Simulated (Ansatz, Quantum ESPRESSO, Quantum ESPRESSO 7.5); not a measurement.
# Complex bands of CaSe, rock salt type, lattice constant set to 5.96 Å

Aim: how fast states decay in the gap of CaSe, rock salt type, lattice constant set to 5.96 Å.

Calculated with Quantum ESPRESSO 7.5; plane-wave DFT, PBE, SG15 norm-conserving pseudopotentials (cross-check by Ansatz 0.2.0 with PAW datasets).

Report form: the programs' logs are mostly left out.

The structure was built from a prototype and need not be the compound's stable phase.

## (1) The starting structure

Symmetry: Fm-3m, No. 225, cubic system. Conventional cell: a = 5.960 Å, b = 5.960 Å, c = 5.960 Å, α = 90.00°, β = 90.00°, γ = 90.00°. Nearest to Ca lie 6 Se at 2.98 Å. Nearest to Se lie 6 Ca at 2.98 Å. Farther neighbours and most contacts between anions are not listed.

## (2) Self-consistent run

pwcond needs a cell whose third axis lies along the current and stands perpendicular to the other two.

File scf.in:

```
&control
  prefix = 'scf'
  outdir = './out'
  pseudo_dir = './pseudo'
  calculation = 'scf'
  tprnfor = .true.
/
&system
  ibrav = 0
  nat = 4
  ntyp = 2
  ecutwfc = 60
  ecutrho = 240
  occupations = 'fixed'
  nbnd = 20
/
&electrons
  conv_thr = 1e-09
  mixing_beta = 0.6
  electron_maxstep = 120
/
ATOMIC_SPECIES
  Ca  40.0780  Ca_ONCV_PBE-1.2.upf
  Se  78.9710  Se_ONCV_PBE-1.2.upf
CELL_PARAMETERS angstrom
  4.21435641587182 0.00000000000000 0.00000000000000
  0.00000000000000 4.21435641587182 0.00000000000000
  0.00000000000000 0.00000000000000 5.96000000000000
ATOMIC_POSITIONS crystal
  Ca  0.000000000000 0.000000000000 0.000000000000
  Se  0.500000000000 0.500000000000 0.000000000000
  Ca  0.500000000000 0.500000000000 0.500000000000
  Se  0.000000000000 0.000000000000 0.500000000000
K_POINTS automatic
  6 6 6 0 0 0
```

Launch:

```
$ OMP_NUM_THREADS=1 mpirun -n 2 pw.x -nk 2 -in scf.in > scf.out
```

It took 2.6 min on 2 MPI ranks of Arm Neoverse N1, shared host; peak memory 0.23 GiB; 3.6 min of CPU time.

Numbers from this step:

* free energy: -2529.4408 eV
* valence top, on the run's zero: 5.799 eV
* conduction bottom, on the run's zero: 7.865 eV
* gap by band count: 2.066 eV

The run needed 10 iterations to bring the estimated error under 1e-09 Ry.

## (3) Complex bands with pwcond.x

ikind = 0 solves one period of the crystal for all kz, real and complex, at each energy and k across. ewind and epsproj trim the two-dimensional plane-wave basis; nz1 sets the subslabs.

File cbs.in:

```
&inputcond
  outdir = './out'
  prefixl = 'scf'
  band_file = 'cbs'
  ikind = 0
  ewind = 4.0
  epsproj = 1e-05
  nz1 = 7
  energy0 = 6.9
  denergy = -0.23
/
4
  0.00000000 0.00000000 1.00000000
  0.50000000 0.00000000 1.00000000
  0.50000000 0.50000000 1.00000000
  0.25000000 0.00000000 1.00000000
40
```

Launch:

```
$ OMP_NUM_THREADS=1 mpirun -n 2 pwcond.x -in cbs.in > cbs.out
```

It took 15 min on 2 MPI ranks; peak memory 0.13 GiB; 23 min of CPU time.

This step gave:

| Quantity | Value |
| --- | --- |
| peak of the smallest κ at the zone centre | 0.184 Å⁻¹ |
| energy of the peak at the zone centre | 1.61 eV |
| peak of the smallest κ at (1/2, 0) | 0.548 Å⁻¹ |
| peak of the smallest κ at (1/2, 1/2) | 0.265 Å⁻¹ |
| peak of the smallest κ at (1/4, 0) | 0.362 Å⁻¹ |

K across = (0, 0) in the cell's reciprocal vectors; values within 0.0025 1/Å of each other count once, columns are sorted by size at each energy, a dash where no further value was kept. Im kz of the slowest decaying states against energy, zero at the highest filled level of the SCF mesh:

| energy (eV) | decay 1 (Å⁻¹) | decay 2 (Å⁻¹) | decay 3 (Å⁻¹) |
| --- | --- | --- | --- |
| -2.07 | 0.371 | 0.879 | 1.14 |
| -1.84 | 0.408 | 0.835 | 1.11 |
| -1.61 | 0.433 | 0.785 | 1.08 |
| -1.38 | 0.45 | 0.724 | 1.05 |
| -1.15 | 0.462 | 0.512 | 0.773 |
| -0.92 | 0.066 | 0.471 | 0.849 |
| -0.69 | 0.477 | 0.882 | 0.949 |
| -0.46 | 0.481 | 0.901 | 0.912 |
| -0.23 | 0.483 | 0.872 | 0.913 |
| 0.00 | 0.005 | 0.484 | 0.831 |
| 0.46 | 0.133 | 0.291 | 0.481 |
| 0.69 | 0.154 | 0.33 | 0.478 |
| 0.92 | 0.169 | 0.353 | 0.474 |
| 1.15 | 0.178 | 0.367 | 0.468 |
| 1.38 | 0.183 | 0.373 | 0.462 |
| 1.61 | 0.184 | 0.373 | 0.408 |
| 1.84 | 0.182 | 0.29 | 0.368 |
| 2.07 | 0.177 | 0.358 | 0.436 |
| 2.30 | 0.168 | 0.343 | 0.425 |
| 2.53 | 0.154 | 0.324 | 0.413 |
| 2.76 | 0.134 | 0.299 | 0.4 |
| 2.99 | 0.1 | 0.267 | 0.385 |
| 3.22 | 0.225 | 0.369 | 0.448 |
| 3.45 | 0.166 | 0.351 | 0.361 |
| 3.68 | 0.047 | 0.266 | 0.331 |
| 3.91 | 0.176 | 0.19 | 0.308 |
| 4.14 | 0.088 | 0.261 | 0.264 |
| 4.37 | 0.25 | 0.313 | 0.696 |
| 4.83 | 0.138 | 0.376 | 0.635 |
| 5.06 | 0.092 | 0.202 | 0.396 |
| 5.29 | 0.158 | 0.376 | 0.412 |
| 5.52 | 0.175 | 0.424 | 0.473 |
| 5.75 | 0.166 | 0.42 | 0.433 |
| 5.98 | 0.215 | 0.242 | 0.439 |
| 6.21 | 0.307 | 0.442 | 0.63 |
| 6.44 | 0.344 | 0.443 | 0.662 |
| 6.67 | 0.365 | 0.374 | 0.442 |
| 6.90 | 0.379 | 0.394 | 0.439 |

K across = (0, 0) in the cell's reciprocal vectors. Re kz of states that move upwards against energy, zero at the highest filled level of the SCF mesh:

```
energy (eV)  channel 1 (Å⁻¹)  channel 2 (Å⁻¹)  channel 3 (Å⁻¹)  channel 4 (Å⁻¹)  channel 5 (Å⁻¹)
      -2.07            0.524                -                -                -                -
      -1.61           -0.400                -                -                -                -
      -1.15           -0.300                -                -                -                -
      -0.69           -0.209            0.445            0.445                -                -
      -0.23           -0.268           -0.268           -0.109                -                -
       0.00                -                -                -                -                -
       0.23                -                -                -                -                -
       0.69                -                -                -                -                -
       1.15                -                -                -                -                -
       1.61                -                -                -                -                -
       2.07           0.0240                -                -                -                -
       2.53            0.428                -                -                -                -
       2.76           -0.522                -                -                -                -
       3.22           -0.332           0.0261                -                -                -
       3.68          -0.0619            0.218                -                -                -
       4.14            0.239            0.239            0.426                -                -
       4.60           -0.517           -0.432            0.151            0.361            0.361
       5.06            0.223            0.474            0.474                -                -
       5.52           -0.446           -0.446            0.280                -                -
       5.98            0.123            0.331                -                -                -
       6.44            0.260            0.380                -                -                -
       6.90            0.335            0.428                -                -                -
```

K across = (1/2, 0) in the cell's reciprocal vectors; values within 0.0025 1/Å of each other count once, columns are sorted by size at each energy, a dash where no further value was kept. Table of Im kz of the slowest decaying states by energy, zero at the highest filled level of the SCF mesh:

```csv
energy (eV),decay 1 (Å⁻¹),decay 2 (Å⁻¹),decay 3 (Å⁻¹)
-2.07,0.195,0.773,0.827
-1.84,0.194,0.711,0.789
-1.61,0.151,0.63,0.744
-1.38,0.506,0.692,1.49
-1.15,0.014,0.044,0.621
-0.92,0.43,0.458,1.45
-0.69,0.497,0.541,1.43
-0.46,0.519,0.595,1.40
-0.23,0.533,0.627,1.38
0.00,0.542,0.646,1.35
0.46,0.548,0.664,1.30
0.69,0.547,0.666,1.27
0.92,0.544,0.664,1.25
1.15,0.539,0.66,1.22
1.38,0.532,0.653,1.19
1.61,0.523,0.644,1.16
1.84,0.512,0.632,1.13
2.07,0.499,0.619,1.10
2.30,0.483,0.603,1.07
2.53,0.466,0.584,1.04
2.76,0.445,0.564,1.00
2.99,0.422,0.541,0.968
3.22,0.394,0.514,-
3.45,0.362,0.485,0.893
3.68,0.322,0.451,0.853
3.91,0.272,0.411,0.809
4.14,0.2,0.363,0.762
4.37,0.303,0.709,-
4.83,0.031,0.176,0.57
5.06,0.165,0.459,0.467
5.29,0.112,0.198,0.233
5.52,0.109,0.3,0.318
5.75,0.186,0.452,0.458
5.98,0.049,0.223,0.521
6.21,0.244,0.566,0.569
6.44,0.154,0.253,0.599
6.67,0.222,0.256,0.625
6.90,0.252,0.262,-
```

K across = (1/2, 1/2) in the cell's reciprocal vectors; values within 0.0025 1/Å of each other count once, columns are sorted by size at each energy, a dash where no further value was kept. The Im kz of the slowest decaying states by energy, zero at the highest filled level of the SCF mesh:

```
energy (eV)  decay 1 (Å⁻¹)  decay 2 (Å⁻¹)  decay 3 (Å⁻¹)
      -2.07          0.268           1.21           1.62
      -1.84          0.192           1.21           1.60
      -1.61           1.21           1.57           1.87
      -1.38           1.21           1.55           1.85
      -1.15           1.21           1.53           1.84
      -0.92           1.20           1.50           1.82
      -0.69          0.159          0.162           1.20
      -0.46          0.211          0.216           1.19
      -0.23           0.24          0.251           1.18
       0.00          0.256          0.275           1.17
       0.46          0.265          0.305           1.16
       0.69           0.26          0.314           1.15
       0.92          0.249           0.32           1.14
       1.15          0.233          0.324           1.12
       1.38          0.209          0.326           1.11
       1.61          0.176          0.325           1.10
       1.84          0.128          0.323           1.08
       2.07          0.319           1.07           1.13
       2.30          0.314           1.05           1.10
       2.53          0.307           1.04           1.06
       2.76          0.298           1.02           1.52
       2.99          0.288          0.974           1.00
       3.22          0.275          0.928          0.981
       3.45          0.261          0.877           0.96
       3.68          0.244          0.821          0.938
       3.91          0.225          0.758          0.914
       4.14          0.202          0.685          0.889
       4.37          0.173          0.598          0.862
       4.83          0.082          0.313          0.801
       5.06          0.767           1.15           1.38
       5.29          0.172          0.728           1.08
       5.52          0.161          0.685          0.994
       5.75          0.031          0.634          0.843
       5.98          0.097          0.208          0.515
       6.21          0.305          0.378          0.458
       6.44          0.399          0.469          0.953
       6.67          0.406          0.532              1
       6.90          0.406           0.58           1.03
```

K across = (1/4, 0) in the cell's reciprocal vectors; values within 0.0025 1/Å of each other count once, columns are sorted by size at each energy, a dash where no further value was kept. Im kz of the slowest decaying states against energy, zero at the highest filled level of the SCF mesh:

```csv
energy (eV),decay 1 (Å⁻¹),decay 2 (Å⁻¹),decay 3 (Å⁻¹)
-2.07,0.047,0.828,0.876
-1.84,0.776,0.845,1.20
-1.38,0.099,0.631,0.797
-1.15,0.174,0.407,0.566
-0.92,0.213,0.729,0.793
-0.46,0.116,0.187,0.217
-0.23,0.259,0.328,0.605
0.00,0.302,0.396,0.587
0.46,0.345,0.46,0.56
0.69,0.355,0.475,0.549
0.92,0.361,0.484,0.537
1.38,0.361,0.484,0.513
1.61,0.355,0.478,0.5
1.84,0.347,0.469,0.485
2.30,0.321,0.44,0.448
2.53,0.303,0.419,0.422
2.99,0.252,0.323,0.366
3.22,0.165,0.215,0.33
3.45,0.16,0.285,0.496
3.91,0.018,0.131,0.155
4.14,0.179,0.428,0.582
4.37,0.104,0.4,0.493
4.83,0.328,0.394,0.493
5.06,0.277,0.381,0.44
5.29,0.202,0.342,0.368
5.75,0.08,0.114,0.429
5.98,0.033,0.21,0.229
6.21,0.074,0.279,0.284
6.67,0.186,0.315,0.336
6.90,0.253,0.318,0.345
```

## (4) Complex bands with pwcond.x, with ewind = 1.0

A sensitivity test on the input.

cbs.w.in is the input of step 3 with these lines changed:

```diff
@@ -3,5 +3,5 @@
   prefixl = 'scf'
-  band_file = 'cbs'
+  band_file = 'cbs.w'
   ikind = 0
-  ewind = 4.0
+  ewind = 1.0
   epsproj = 1e-05
```

Launch:

```
$ OMP_NUM_THREADS=1 mpirun -n 2 pwcond.x -in cbs.w.in > cbs.w.out
```

Wall time 9.5 min (2 MPI ranks); peak memory 0.11 GiB.

The changed values were drawn from a wide range, not chosen for quality; the comparison shows what they did here together.

Beside the run it was changed from:

```csv
quantity,this run,unchanged run,difference
peak of the smallest κ at the zone centre (Å⁻¹),0.184,0.184,0
"peak of the smallest κ at (1/2, 0) (Å⁻¹)",0.548,0.548,0
"peak of the smallest κ at (1/2, 1/2) (Å⁻¹)",0.265,0.265,0
wall time (s),568,906,
```

The physical values in this table stay within 0.05 %.

## (5) Complex band structure, with ikind = 1

One more run, with a changed input.

cbs.bad.in is the input of step 3 with these lines changed:

```diff
@@ -3,4 +3,4 @@
   prefixl = 'scf'
-  band_file = 'cbs'
-  ikind = 0
+  tran_file = 'cbs.bad.dat'
+  ikind = 1
   ewind = 4.0
```

Launch:

```
$ OMP_NUM_THREADS=1 mpirun -n 2 pwcond.x -in cbs.bad.in > cbs.bad.out
```

The job ended after 1.2 s (2 MPI ranks; peak memory 0.08 GiB).

The input was rejected at the start.

The fault put into the input: a transmission asked without a scattering region (inputcond.ikind = 1).

The message: “do_cond (1): different cut-offs on left lead and scattering region”. ikind = 1 needs a scattering region, which this input doesn't give; ikind = 0 solves the crystal alone.

## (6) Cross-check with Ansatz

A second code with its own PAW datasets, on the same atoms.

Level of this step: plane-wave DFT, PBE, Ansatz PAW (Ansatz 0.2.0).

File input.yaml:

```yaml
crystal:
  lattice:
    - [4.2143564159, 0.0, 0.0]
    - [0.0, 4.2143564159, 0.0]
    - [0.0, 0.0, 5.96]
  atoms:
    - { symbol: Ca, position: [0.0, 0.0, 0.0] }
    - { symbol: Se, position: [0.5, 0.5, 0.0] }
    - { symbol: Ca, position: [0.5, 0.5, 0.5] }
    - { symbol: Se, position: [0.0, 0.0, 0.5] }
kpoints:
  mp_grid: { grid: [6, 6, 6] }
hamiltonian:
  xc: pbe
scf:
  occupations: { method: fixed }
  convergence: { dr2_threshold: 1.0e-09 }
output:
  transmission:
    leads: [[0, 0]]
    kpoints: [[0, 0], [0.5, 0], [0.5, 0.5], [0.25, 0]]
    e_range: [-2.07, 6.9]
    de: 0.23
```

Launch:

```
$ ansatz run input.yaml --threads 2 --pin off --max-ram 4096MiB --backend cpu --events-out ev --progress --plain --runs-dir out
```

The job ended after 1.8 min (2 threads; peak memory 0.47 GiB).

This step gave:

* free energy: -14580.0055 eV
* gap by band count: 2.085 eV
* symmetry operations: 32
* slowest decay at the grid energy nearest mid-gap: 0.1784 Å⁻¹
* peak of the smallest κ at the zone centre: 0.1851 Å⁻¹
* peak of the smallest κ at (1/2, 0): 0.5487 Å⁻¹
* peak of the smallest κ at (1/2, 1/2): 0.2666 Å⁻¹
* peak of the smallest κ at (1/4, 0): 0.3635 Å⁻¹
* valence top, on the run's zero: 6.819 eV

K across = (0, 0) in the cell's reciprocal vectors; values within 0.0025 1/Å of each other count once, columns are sorted by size at each energy, a dash where no further value was kept. Im kz of the slowest decaying states against energy, zero at the highest filled level of the SCF mesh:

```csv
energy (eV),decay 1 (Å⁻¹),decay 2 (Å⁻¹),decay 3 (Å⁻¹)
-2.07,0.369,0.881,1.15
-1.61,0.432,0.786,1.09
-1.15,0.462,0.518,0.771
-0.69,0.477,0.883,0.952
-0.46,0.481,0.902,0.915
0.00,0.00111,0.484,0.835
0.46,0.133,0.292,0.481
0.92,0.169,0.355,0.474
1.38,0.184,0.374,0.462
1.84,0.183,0.301,0.369
2.30,0.169,0.345,0.426
2.53,0.156,0.326,0.414
2.99,0.104,0.270,0.387
3.45,0.172,0.353,0.369
3.91,0.183,0.310,0.467
4.37,0.253,0.310,0.699
4.83,0.146,0.373,0.638
5.29,0.155,0.365,0.410
5.52,0.174,0.422,0.465
5.98,0.190,0.233,0.437
6.44,0.341,0.442,0.658
6.90,0.377,0.391,0.437
```

(Part 1 of 2 ends here.)

[Logs are printed without paths, hosts, clocks, repeated set-up lines and the standing remarks that a program may print on its own settings, such as how far it seeks lower states.]

[Hosts, paths, dates, database ids (printed as entryN), source tags and the programs' standing remarks are cut or masked in the printed files.]

[Maps of the electrostatic potential energy from Ansatz leave out the sawtooth potential of an applied field or a dipole correction, so their vacuum need not be flat; planar profiles and work functions include it.]
